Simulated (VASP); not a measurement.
Write the native input for VASP 6.6.1 that does the following.

```
Task                   : relaxation of cell and atoms
Functional             : PBE
Potentials or basis    : VASP PAW PBE potentials, release 64 (Al, O)
Cutoff                 : 600 eV
k mesh                 : 6 × 6 × 10
Occupations            : gaussian, width 0.02 eV
Spin                   : no spin polarisation
Dipole correction      : no
Further INCAR settings : ALGO = Normal; EDIFF = 1e-06; IBRION = 2; EDIFFG = -0.01; NSW = 100; ISIF = 3
```

The structure of Al2O3 lies in POSCAR:

```
Al2O3
1.0
    5.0539240528      0.0000000000      0.0000000000
   -2.5269620264      4.3768266185      0.0000000000
    0.0000000000      0.0000000000      2.5278322903
Al O
2 3
Direct
    0.3333333333      0.6666666667      0.5000000000
    0.6666666667      0.3333333333      0.5000000000
    0.5000000000      0.5000000000      0.0000000000
    0.0000000000      0.5000000000      0.0000000000
    0.5000000000      0.0000000000      0.0000000000
```

The cell was built by a generator and needn't be a form met in nature.

These files were run (other wordings do the same):

INCAR

```
SYSTEM = Al2O3
ALGO = Normal
EDIFF = 1E-6
EDIFFG = -0.01
ENCUT = 600
GGA = PE
IBRION = 2
ISIF = 3
ISMEAR = 0
LASPH = .TRUE.
LCHARG = .FALSE.
LREAL = .FALSE.
LWAVE = .FALSE.
NELM = 100
NSW = 100
PREC = Accurate
SIGMA = 0.02
```

KPOINTS

```
k-points
0
G
  6 6 10
  0 0 0
```

Potentials or basis: VASP PAW PBE potentials, release 64 (Al, O).

The run is started by

```sh
$ cat potpaw_PBE.64/Al/POTCAR potpaw_PBE.64/O/POTCAR > POTCAR
$ mpirun -np 1 vasp_std > vasp.out
```

Results of the run:

```json
{"Relaxed volume": "11.18 Å³/atom", "Relaxed cell": "a = 5.053 Å, b = 5.053 Å, c = 2.527 Å, α = 90.00°, β = 90.00°, γ = 120.00°", "Space group after relaxing (to 0.05 Å)": "P6/mmm (No. 191)", "Energy gained by relaxing": "0.0 meV/atom", "Ionic steps": "3", "Pressure after relaxing": "0.0 GPa", "Band gap on the k mesh": "3.58 eV, indirect (least direct gap 4.20 eV)"}
```

Run time: 25 s on 1 thread of Intel(R) Xeon(R) 6975P-C (Granite Rapids), on a shared host, peak memory 0.19 GiB.
